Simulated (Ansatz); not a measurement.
The system is I.

```
I
1.0
     0.00000    2.36560    3.90984
     2.19225    0.00000    3.90984
     2.19225    2.36560    0.00000
I
1
Direct
  0.00000 0.00000 0.00000
```

Base run:

```yaml
Program: Ansatz 0.2.0
Functional: PBEsol
Potentials_or_basis: all-electron LAPW, scalar-relativistic
Cutoff: 161 eV (chosen from the basis error)
Basis_error_allowed: 0.001 eV/atom
k_mesh: 9 × 9 × 9
Occupations: fermi-dirac, width 0.05 eV
Spin: no spin polarisation
```

Its results: pressure -1.4 GPa.

**Question.** The run is repeated on the same cell with these changes: functional from PBEsol to LDA. What comes out?

**Answer.** Pressure -2.3 GPa.

LDA binds more tightly than PBEsol, so the same cell stands under less pressure.

Caveats: an odd number of electrons without spin polarisation forces a metal; a magnetic or distorted state may lie lower.
